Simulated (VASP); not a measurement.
**ZrO2: relaxation of cell and atoms with PBE+D3(BJ)**

ZrO2:

```
CELL_PARAMETERS angstrom
3.59610 0.00000 0.00000
0.00000 3.59610 0.00000
0.00000 0.00000 5.17700
ATOMIC_POSITIONS crystal
Zr 0.00000 0.00000 0.00000
Zr 0.50000 0.50000 0.50000
O 0.00000 0.50000 0.20300
O 0.00000 0.50000 0.70300
O 0.50000 0.00000 0.29700
O 0.50000 0.00000 0.79700
```

```json
{
 "Program": "VASP 6.6.1",
 "Task": "relaxation of cell and atoms",
 "Functional": "PBE",
 "Dispersion": "D3(BJ)",
 "Potentials or basis": "VASP PAW PBE potentials, release 64 (Zr_sv, O)",
 "Cutoff": "600 eV",
 "k mesh": "8 × 8 × 6",
 "Occupations": "gaussian, width 0.03 eV",
 "Spin": "no spin polarisation",
 "Further INCAR settings": "ALGO = Normal; EDIFF = 1e-06; IBRION = 2; EDIFFG = -0.01; NSW = 90; ISIF = 3"
}
```

```json
{
  "Relaxed volume": "11.28 Å³/atom",
  "Relaxed cell": "a = 3.602 Å, b = 3.602 Å, c = 5.219 Å, α = 90.00°, β = 90.00°, γ = 90.00°",
  "Space group after relaxing (to 0.05 Å)": "P4_2/nmc (No. 137)",
  "Energy gained by relaxing": "0.9 meV/atom",
  "Ionic steps": "8",
  "Pressure after relaxing": "-0.1 GPa",
  "Band gap on the k mesh": "4.05 eV, indirect (least direct gap 4.14 eV)",
  "Dispersion energy per atom": "-0.260 eV"
}
```

Step by step:
| step | energy change (eV) | largest force (eV/Å) | pressure (GPa) | volume (Å³) |
| --- | --- | --- | --- | --- |
| 1 | 0.0000 | 0.0271 | 1.48 | 66.95 |
| 2 | 0.0008 | 0.1006 | -1.94 | 67.95 |
| 3 | -0.0023 | 0.0611 | -0.13 | 67.41 |
| 4 | -0.0031 | 0.0576 | -0.06 | 67.43 |
| 5 | -0.0037 | 0.0517 | 0.11 | 67.47 |
| 6 | -0.0042 | 0.0415 | 0.08 | 67.51 |
| 7 | -0.0052 | 0.0118 | -0.01 | 67.65 |
| 8 | -0.0053 | 0.0009 | -0.05 | 67.70 |

Final structure:
```xyz
6
Lattice="3.6016 0.0000 0.0000 0.0000 3.6016 0.0000 0.0000 0.0000 5.2191" Properties=species:S:1:pos:R:3 pbc="T T T"
Zr    0.0000    3.6016    5.2191
Zr    1.8008    1.8008    2.6096
O     0.0000    1.8008    1.0375
O     0.0000    1.8008    3.6471
O     1.8008    0.0000    1.5720
O     1.8008    3.6016    4.1816
```

Levels at points of the mesh, in eV from the valence-band top:
| k point | band 21 | band 22 | band 23 | band 24 | band 25 | band 26 | band 27 | band 28 |
| --- | --- | --- | --- | --- | --- | --- | --- | --- |
| (0.00, 0.00, 0.00) | -0.67 | -0.13 | -0.09 | -0.09 | 4.05 | 4.57 | 5.25 | 5.27 |
| (0.50, 0.00, 0.00) | -1.41 | -1.41 | -0.11 | -0.11 | 4.46 | 4.46 | 5.39 | 5.39 |
| (0.50, 0.50, 0.00) | -0.82 | -0.82 | -0.38 | -0.38 | 5.15 | 5.15 | 5.41 | 5.41 |
| (0.00, 0.00, 0.50) | -0.53 | -0.53 | -0.01 | -0.01 | 4.60 | 4.60 | 5.20 | 5.20 |
| (0.50, 0.00, 0.50) | -1.28 | -1.28 | -0.85 | -0.85 | 4.56 | 4.56 | 4.85 | 4.85 |
| (0.50, 0.50, 0.50) | -1.42 | -1.42 | -0.05 | -0.05 | 5.17 | 5.17 | 5.65 | 5.65 |

It took 4.6 min on 2 MPI ranks on Intel(R) Xeon(R) Platinum 8488C (Sapphire Rapids) (shared host), peak memory 0.27 GiB a rank.

A k mesh can miss the band edges. PBE gaps usually lie below the measured ones, often by a third to a half.
